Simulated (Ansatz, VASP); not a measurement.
Cd: VASP beside Ansatz

INCAR

```
PREC = Accurate
ENCUT = 520
EDIFF = 1E-7
ISMEAR = -1
SIGMA = 0.05
LREAL = F
LASPH = T
NELM = 80
ALGO = Normal
ISIF = 2
LWAVE = F
LCHARG = F
GGA = PE
NBANDS = 12
```

The input KPOINTS:

```
Automatic mesh
0
Gamma
  10 10 10
```

File POSCAR:

```
Cd
1.0
    1.6186786615      0.9345445610      2.4655083291
   -1.6186786615      0.9345445610      2.4655083291
    0.0000000000     -1.8690891220      2.4655083291
Cd
1
Direct
    0.0000000000      0.0000000000      0.0000000000
```

Contents of input.yaml:

```yaml
crystal:
  lattice:
    - [1.6186786615, 0.934544561, 2.4655083291]
    - [-1.6186786615, 0.934544561, 2.4655083291]
    - [0.0, -1.869089122, 2.4655083291]
  atoms:
    - { symbol: Cd, position: [0.0, 0.0, 0.0] }
hamiltonian:
  xc: pbe
  pseudopotentials: { kind: paw }
kpoints:
  mp_grid: { grid: [10, 10, 10] }
scf:
  occupations: { method: fermi_dirac, width: 0.05 }
output:
  forces: true
  stress: true
  eigenvalues: true
```

Change from the starting cell: volume scaled by 1.02.

Alike in both runs: task single point; functional PBE; k mesh 10 × 10 × 10; occupations fermi-dirac, width 0.05 eV; no spin polarisation.

```csv
,VASP,Ansatz
version,VASP 6.6.1,Ansatz 0.2.0
potentials or method,"VASP PAW PBE potentials, release 64 (Cd)",Ansatz PAW
plane-wave cutoff (eV),520,420
valence electrons in the cell,12,20
```

Ansatz gave:

- gap on the k mesh at the Fermi level (eV): none
- pressure (GPa): 1.0
- largest component of the traceless stress (GPa): 0.43

Question: Estimate VASP's values.

Answer: gap on the k mesh at the Fermi level (eV): none; pressure (GPa): 1.3; largest component of the traceless stress (GPa): 0.48.

A gap of «none» marks a metal or a gap that the smearing closes. The two sets of potentials don't hold the same shells in valence.
